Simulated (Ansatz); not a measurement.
# GaAs: the cost of one run

Computed with Ansatz 0.2.0 (DFT PBE, scalar-relativistic, plane waves, PAW, unless a step's input says otherwise).

2 further runs of the same task are left out: 2 that didn't finish.

## Step 1: The starting structure

Symmetry: P-3m1, No. 164, trigonal system. The conventional cell has a = 4.027 Å, b = 4.027 Å, c = 33.498 Å, α = 90.00°, β = 90.00°, γ = 120.00°. Ga (site symmetry 3m) is surrounded by 3 As at 2.42 Å. Around As (site symmetry 3m) lie 3 Ga at 2.42 Å.

Structure file:

```cif
data_structure
_symmetry_space_group_name_H-M 'P-3m1'
_symmetry_Int_Tables_number 164
_cell_length_a 4.0267
_cell_length_b 4.0267
_cell_length_c 33.4982
_cell_angle_alpha 90.000
_cell_angle_beta 90.000
_cell_angle_gamma 120.000
_cell_volume 470.37
loop_
_atom_site_label
_atom_site_type_symbol
_atom_site_symmetry_multiplicity
_atom_site_Wyckoff_symbol
_atom_site_fract_x
_atom_site_fract_y
_atom_site_fract_z
_atom_site_occupancy
Ga1 Ga 2 c 0.00000 0.00000 0.95722 1
As1 As 2 d 0.33333 0.66667 0.93673 1
```

It is the end of an earlier relaxation with the same method, from a generated guess; it is a trial structure. At a tolerance of 0.05 Å it has layer group p-3m1 (No. 72); it has 3.51 Å²/atom, an uncorrected energy of +0.02 eV/atom over the elements.

It is a sheet, periodic along a and b, with vacuum along c; volumes and pressures of the box carry no meaning, and space groups named for it are those of the box.

## Step 2: Electronic structure at the relaxed geometry

Contents of input.yaml:

```yaml
crystal:
  lattice:
    - [4.0266693833, -3.22e-07, 0.0]
    - [-2.0133344128, 3.4871981396, 0.0]
    - [0.0, 0.0, 33.49817076]
  atoms:
    - { symbol: Ga, position: [0.0, 0.0, 0.2408180142] }
    - { symbol: Ga, position: [0.0, 0.0, 0.3263771361] }
    - { symbol: As, position: [0.3333333333, 0.6666666667, 0.2203226502] }
    - { symbol: As, position: [0.6666666667, 0.3333333333, 0.3468725001] }
  periodic: [true, true, false]
basis:
  ecutwfc: 420
kpoints:
  mp_grid: { grid: [12, 12, 1] }
  band_path:
    path:
      - [0.0, 0.0, 0.0]
      - [0.5, 0.0, 0.0]
      - [0.33333333, 0.33333333, 0.0]
      - [0.0, 0.0, 0.0]
    npoints: 14
hamiltonian:
  xc: pbe
scf:
  occupations: { method: gaussian, width: 0.1 }
  n_extra_bands: 10
output:
  forces: true
  stress: true
  eigenvalues: true
  populations: true
  dos: { projected: true, de: 0.02, nscf_kmesh: { grid: [15, 15, 1] } }
  bader: true
  write_density: true
  write_potential: true
  elf: true
  volumetric_format: npy
```

The run is started by

```
$ ansatz run input.yaml --threads 1 --pin off --max-ram 2560MiB --backend cpu --events-out ev --progress --plain --runs-dir out
```

What time and memory should one allow on 1 thread of Arm Neoverse N1, shared host?

About 3.1 min, with a peak of 0.81 GiB.
